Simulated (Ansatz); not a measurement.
# Au (Fm-3m) in Ansatz: notebook

Runs on Au. Level: r2SCAN. Tasks: single point, equation of state.

All numbers are computed with Ansatz 0.2.0; they aren't measurements. Logs are shortened: lines on timing, memory, paths and dates and some standing lists are left out, and cuts for length are marked.

**What was measured.**

From “Exploring toroidal anvil profiles for larger sample volumes above 4 Mbar”, 2024, pmc:11102561, for a bulk crystal of Au: bulk modulus 167 GPa.

The runs below are set against these values where they give the same quantity.

### Step 1. Starting point

Symmetry: Fm-3m, No. 225, cubic system. Conventional cell: a = 4.070 Å, b = 4.070 Å, c = 4.070 Å, α = 90.00°, β = 90.00°, γ = 90.00°. Au (site symmetry m-3m) is surrounded by 12 Au at 2.88 Å.

### Step 2. Single point, r2SCAN, 15.84 Å³/atom (volume scaled by 0.94)

Contents of input.yaml:

```yaml
crystal:
  lattice:
    - [0.0, 1.9934577312, 1.9934577312]
    - [1.9934577312, 0.0, 1.9934577312]
    - [1.9934577312, 1.9934577312, 0.0]
  atoms:
    - { symbol: Au, position: [0.0, 0.0, 0.0] }
hamiltonian:
  xc: r2scan
  pseudopotentials: { kind: paw }
kpoints:
  mp_grid: { grid: [11, 11, 11] }
scf:
  occupations: { method: fermi_dirac, width: 0.05 }
output:
  forces: true
  stress: true
  eigenvalues: true
  write_density: true
  write_potential: true
  elf: true
  volumetric_format: npy
```

Potentials or basis: Ansatz PAW.

The run is started by

```
> ansatz run input.yaml --threads 2 --pin off --max-ram 5632MiB --backend cpu --events-out ev --progress --plain --runs-dir out
```

Standard output:

```text
Warning: RAYON_NUM_THREADS=2 ignored (pool sized by the plan → 2); use --threads N
Engine: ansatz 0.2.0, x86_64-unknown-linux-gnu
Pseudopotentials: kind: paw
Pseudopotential: Au, paw, valence charge 19, recommended cutoff 500 eV (meta_gga), Au.paw.azcp
Functional definition: r2SCAN
  parameter k0 = 0.174
  parameter k1 = 0.065
  parameter a1 = 4.9479
  exchange = r2scan_x(k0 = k0, k1 = k1, a1 = a1)
  correlation = r2scan_c
Crystal: 1 atoms, lattice volume = 15.843 Å³
Basis set: ecut = 500 eV, 411 PW (Γ), exchange–correlation on 96×96×96 points (64 copies of the dense FFT grid, shifted against one another)
Bands: 14, of which v1, the nominal top of the filled ones, is band 10 counted from 1 (9 counted from 0)
Symmetry: 48 space group operations
Space group: Fm-3m (ITA 225), of the structure as read, at distance tolerance 2.5e-5 Å
k-points: 56 of 1331
Non-local potential: Au, projectors of the file, l = 0: 3, l = 1: 2, l = 2: 2, l = 3: 1
PAW form: soft (Blöchl's): semilocal exchange-correlation on the pseudo side does not see the compensation charge
PAW frozen core: Au, regenerated for the run's functional (the file was generated under x = pbe(κ = 0.804, μ = 0.2195149727645171), c = pbe(β = 0.06672455060314922))
PAW one-centre angular grid: Au, 590 points (default); XC on 160 Gauss nodes
Initial density: superposition of atomic densities (neutral atoms: chi_scale 0, normalization atom), corrected by the library's trained network
Initial wavefunctions: pseudopotential atomic-orbital guess
Functional: x = r2scan, c = r2scan; τ floored in thin density (d = 2e-4 eV/Å³)
SCF iter   1: F=—  HF=-13163.424242 eV  |F-HF|=—  |Δ(HF+E_count)|=         —  Δρ=1.45e-2  dr2=3.24e-2  dr2_τ=4.27e-3  ethr=1.77e-3  ⟨swp⟩=5.0  Hψ=4089  notcnv=0
preconditioner: auto → none  [insulator: Δε(μ)=0.245 eV  Ē_g=17.731 eV  σ=0.050 eV  W_gap=0.83  n_scr=8 (ndim 8)  ℏωp=30.9 eV  f_vac=0.000  D(μ)=0.14/eV (n_scr^D=0)  ε∞_Penn≈4.0]
SCF iter   2: F=—  HF=-13163.418799 eV  |F-HF|=—  |Δ(HF+E_count)|=   5.44e-3  Δρ=4.97e-3  dr2=1.62e-3  dr2_τ=1.71e-3  ethr=1.71e-4  ⟨swp⟩=2.4  Hψ=1710  notcnv=0  defer=15
SCF iter   3: F=—  HF=-13163.418934 eV  |F-HF|=—  |Δ(HF+E_count)|=   1.35e-4  Δρ=2.21e-3  dr2=2.96e-4  dr2_τ=3.72e-5  ethr=8.51e-6  ⟨swp⟩=2.8  Hψ=1308  notcnv=0  defer=15
SCF iter   4: F=—  HF=-13163.418998 eV  |F-HF|=—  |Δ(HF+E_count)|=   6.40e-5  Δρ=1.91e-4  dr2=2.59e-6  dr2_τ=5.69e-7  ethr=1.56e-6  ⟨swp⟩=2.2  Hψ=1302  notcnv=0  defer=15
SCF iter   5: F=—  HF=-13163.418998 eV  |F-HF|=—  |Δ(HF+E_count)|=   2.03e-7  Δρ=3.97e-5  dr2=1.28e-7  dr2_τ=1.91e-8  ethr=1.36e-8  ⟨swp⟩=2.0  Hψ=1088  notcnv=0  defer=15
SCF iter   6: F=-13163.418998 eV  HF=-13163.418998 eV  |F-HF|=9.19e-10  |Δ(HF+E_count)|=   1.24e-7  Δρ=2.19e-6  dr2=3.86e-10  dr2_τ=5.77e-11  ethr=5.26e-10  ⟨swp⟩=8.9  Hψ=4988  notcnv=0
SCF 1 converged in 6 iterations: F = -13163.418998 eV  dr2 = 3.86e-10
SCF converged after 6 iterations
Free energy (F): -13163.418998 eV
Harris-Foulkes:  -13163.418998 eV  (|F-HF|=9.19e-10)
Internal energy: -13163.417586 eV  (E = F + TS)
E sigma→0 (E₀):  -13163.418292 eV
Entropy (-TS):   -0.001412 eV (-1.412 meV/atom)
Fermi energy:    22.616041 eV
--- Per-component energies (eV) ---
  E_band       = -192.755190
  E_kinetic    = 607.708645
  E_local      = -1601.026024  (includes V_loc(G=0)·N_el)
  E_nonlocal   = 75.773638
  E_hartree    = 693.701514
  E_xc         = -219.161415
  E_vxc        = -308.298906  (∫ρ·V_xc dr)
  E_paw        = -9731.291108  (= ΣΔE_a)
  E_vpaw       = -375.296553  (= ΣTr[D̂ρ^β])
  E_aug_tail   = 0.000762  (compensation charges beyond the density's cutoff)
  E_vtau       = 20.980481  (kinetic-family band-sum trace: ∫τ·v_τ [+ j·A + Jᵃ·Aᵃ] dr)
  E_ewald      = -2988.947276
  E_core_change = -0.176324  (= ΣΔE_core)
  E_smearing   = -0.001412  (= −TS)
  E_closure    = 0.000000  (closes the sum)
  Σ components = -13163.418998   (vs F -13163.418998, Δ=0.00e0)
--- Forces (eV/Å), atoms counted from 1 ---
  atom   1  Au    -0.00000000     0.00000000    -0.00000000
  max |Σ_I F_I| component: 6.57e-32 eV/Å
--- Stress (GPa, compression-positive) ---
       21.081111      -0.000000      -0.000000
        0.000000      21.081111       0.000000
        0.000000       0.000000      21.081111
  P = ⅓ Tr σ = 21.0811 GPa (210.811 kbar)
--- Band table (eV; the first three rows and the last of 56) ---
  k-point 0: bands = ["-85.3429", "-36.0776", "-36.0776", "-36.0776", "11.6684", "17.1965", "17.1965", "17.1965", "18.9421", "18.9421", "37.5811", "42.1467", "42.1467", "42.1467"]
  k-point 1: bands = ["-85.3414", "-36.1029", "-36.0814", "-36.0814", "11.9870", "17.0918", "17.3065", "17.3065", "18.8943", "18.8943", "37.9719", "40.5381", "42.5587", "42.5587"]
  k-point 2: bands = ["-85.3373", "-36.1704", "-36.0914", "-36.0914", "12.8497", "16.9297", "17.5029", "17.5029", "18.8989", "18.8989", "37.3822", "38.9236", "43.6231", "43.6231"]
  k-point 55: bands = ["-85.3176", "-36.2971", "-36.2801", "-36.1929", "15.7368", "16.3400", "17.0029", "18.8151", "20.6371", "27.3820", "29.0776", "30.2109", "33.6612", "45.2200"]
```

It took 1.4 s on 2 threads of AMD EPYC 7R43 (Zen 3), shared host; peak memory 0.38 GiB.

Results:

```yaml
Free_energy: -13163.4190 eV
Pressure: 21.1 GPa
Band_gap_on_the_k_mesh: none (metal or under the smearing width)
```

Caveat: the PAW data sets come from PBE, with cores solved anew for the run's functional, which leaves a small shift of forces and pressure.

### Step 3. Single point, r2SCAN, 16.18 Å³/atom (volume scaled by 0.96)

Contents of input.yaml:

```yaml
crystal:
  lattice:
    - [0.0, 2.0074966285, 2.0074966285]
    - [2.0074966285, 0.0, 2.0074966285]
    - [2.0074966285, 2.0074966285, 0.0]
  atoms:
    - { symbol: Au, position: [0.0, 0.0, 0.0] }
hamiltonian:
  xc: r2scan
  pseudopotentials: { kind: paw }
kpoints:
  mp_grid: { grid: [11, 11, 11] }
scf:
  occupations: { method: fermi_dirac, width: 0.05 }
output:
  forces: true
  stress: true
  eigenvalues: true
```

Potentials or basis: Ansatz PAW.

The run is started by

```
> ansatz run input.yaml --threads 2 --pin off --max-ram 5632MiB --backend cpu --events-out ev --progress --plain --runs-dir out
```

Run time: 1.2 s. Hardware: 2 threads of AMD EPYC 7R43 (Zen 3), shared host; peak memory 0.38 GiB.

It converged, with:

* Free energy: -13163.4576 eV
* Pressure: 15.7 GPa
* Band gap on the k mesh: none (metal or under the smearing width)

Caveat: the PAW data sets come from PBE, with cores solved anew for the run's functional, which leaves a small shift of forces and pressure.

### Step 4. Single point, r2SCAN, 16.52 Å³/atom (volume scaled by 0.98)

Changes to input.yaml since step 3:

```diff
@@ -2,5 +2,5 @@
   lattice:
-    - [0.0, 2.0074966285, 2.0074966285]
-    - [2.0074966285, 0.0, 2.0074966285]
-    - [2.0074966285, 2.0074966285, 0.0]
+    - [0.0, 2.0213418704, 2.0213418704]
+    - [2.0213418704, 0.0, 2.0213418704]
+    - [2.0213418704, 2.0213418704, 0.0]
   atoms:
```

The run is started by

```
> ansatz run input.yaml --threads 2 --pin off --max-ram 5632MiB --backend cpu --events-out ev --progress --plain --runs-dir out
```

Run time: 1.2 s. Hardware: 2 threads of AMD EPYC 7R43 (Zen 3), shared host; peak memory 0.39 GiB.

It converged, with:

```yaml
Free_energy: -13163.4855 eV
Pressure: 11.0 GPa
Band_gap_on_the_k_mesh: none (metal or under the smearing width)
```

Caveat: the PAW data sets come from PBE, with cores solved anew for the run's functional, which leaves a small shift of forces and pressure.

### Step 5. Single point, r2SCAN, 16.85 Å³/atom

Changes to input.yaml since step 4:

```diff
@@ -2,5 +2,5 @@
   lattice:
-    - [0.0, 2.0213418704, 2.0213418704]
-    - [2.0213418704, 0.0, 2.0213418704]
-    - [2.0213418704, 2.0213418704, 0.0]
+    - [0.0, 2.035, 2.035]
+    - [2.035, 0.0, 2.035]
+    - [2.035, 2.035, 0.0]
   atoms:
```

The run is started by

```
> ansatz run input.yaml --threads 2 --pin off --max-ram 5632MiB --backend cpu --events-out ev --progress --plain --runs-dir out
```

It took 1.2 s on 2 threads of AMD EPYC 7R43 (Zen 3), shared host; peak memory 0.38 GiB.

The run converged. Its results:

```
Free energy            : -13163.5042 eV
Pressure               : 6.8 GPa
Band gap on the k mesh : none (metal or under the smearing width)
```

Caveat: the PAW data sets come from PBE, with cores solved anew for the run's functional, which leaves a small shift of forces and pressure.

### Step 6. Single point, r2SCAN, 17.19 Å³/atom (volume scaled by 1.02)

Changes to input.yaml since step 5:

```diff
@@ -2,5 +2,5 @@
   lattice:
-    - [0.0, 2.035, 2.035]
-    - [2.035, 0.0, 2.035]
-    - [2.035, 2.035, 0.0]
+    - [0.0, 2.048477214, 2.048477214]
+    - [2.048477214, 0.0, 2.048477214]
+    - [2.048477214, 2.048477214, 0.0]
   atoms:
```

Potentials or basis: Ansatz PAW.

The run is started by

```
> ansatz run input.yaml --threads 2 --pin off --max-ram 5632MiB --backend cpu --events-out ev --progress --plain --runs-dir out
```

Run time: 1.3 s. Hardware: 2 threads of AMD EPYC 7R43 (Zen 3), shared host; peak memory 0.39 GiB.

It converged, with:

| Item | Value |
| --- | --- |
| Free energy | -13163.5146 eV |
| Pressure | 3.2 GPa |
| Band gap on the k mesh | none (metal or under the smearing width) |

Caveat: the PAW data sets come from PBE, with cores solved anew for the run's functional, which leaves a small shift of forces and pressure.

### Step 7. Single point, r2SCAN, 17.53 Å³/atom (volume scaled by 1.04)

Changes to input.yaml since step 6:

```diff
@@ -2,5 +2,5 @@
   lattice:
-    - [0.0, 2.048477214, 2.048477214]
-    - [2.048477214, 0.0, 2.048477214]
-    - [2.048477214, 2.048477214, 0.0]
+    - [0.0, 2.0617793868, 2.0617793868]
+    - [2.0617793868, 0.0, 2.0617793868]
+    - [2.0617793868, 2.0617793868, 0.0]
   atoms:
```

The run is started by

```
> ansatz run input.yaml --threads 2 --pin off --max-ram 5632MiB --backend cpu --events-out ev --progress --plain --runs-dir out
```

Wall time 1.3 s (2 threads of AMD EPYC 7R43 (Zen 3), shared host); peak memory 0.39 GiB.

The run converged. Its results:

- Free energy: -13163.5179 eV
- Pressure: 0.0 GPa
- Band gap on the k mesh: none (metal or under the smearing width)

Caveat: the PAW data sets come from PBE, with cores solved anew for the run's functional, which leaves a small shift of forces and pressure.

### Step 8. Single point, r2SCAN, 17.87 Å³/atom (volume scaled by 1.06)

Contents of input.yaml:

```yaml
crystal:
  lattice:
    - [0.0, 2.0749120936, 2.0749120936]
    - [2.0749120936, 0.0, 2.0749120936]
    - [2.0749120936, 2.0749120936, 0.0]
  atoms:
    - { symbol: Au, position: [0.0, 0.0, 0.0] }
hamiltonian:
  xc: r2scan
  pseudopotentials: { kind: paw }
kpoints:
  mp_grid: { grid: [11, 11, 11] }
scf:
  occupations: { method: fermi_dirac, width: 0.05 }
output:
  forces: true
  stress: true
  eigenvalues: true
  write_density: true
  write_potential: true
  elf: true
  volumetric_format: npy
```

The run is started by

```
> ansatz run input.yaml --threads 2 --pin off --max-ram 5632MiB --backend cpu --events-out ev --progress --plain --runs-dir out
```

It took 1.6 s on 2 threads of AMD EPYC 7R43 (Zen 3), shared host; peak memory 0.39 GiB.

It converged, with:

* Free energy: -13163.5148 eV
* Pressure: -2.8 GPa
* Band gap on the k mesh: none (metal or under the smearing width)

Caveat: the PAW data sets come from PBE, with cores solved anew for the run's functional, which leaves a small shift of forces and pressure.

### Step 9. Equation of state, r2SCAN

Potentials or basis: Ansatz PAW.

This step only gathers the single runs of the series.

What came out:

```yaml
Equilibrium_volume: 17.53 Å³/atom
Bulk_modulus: 156 GPa
Pressure_derivative_of_the_bulk_modulus: 5.8
```

Energy against volume, from the lowest point:
```csv
volume (Å³/atom),energy (meV/atom)
15.843,98.87
16.181,60.29
16.518,32.32
16.855,13.69
17.192,3.25
17.529,0.00
17.866,3.07
```

Caveat: the PAW data sets were made with another functional, which shifts forces and pressure a little. The run has no spin-orbit coupling, so splittings on Au are missing.

### Step 10. Against experiment

Step 9. A measured bulk modulus of Au is 167 GPa (quoted in “Exploring toroidal anvil profiles for larger sample volumes above 4 Mbar”, 2024, pmc:11102561); the calculated 156 GPa misses it by -6.6 %. The fit is for a static lattice scaled at fixed shape and fixed fractional positions.
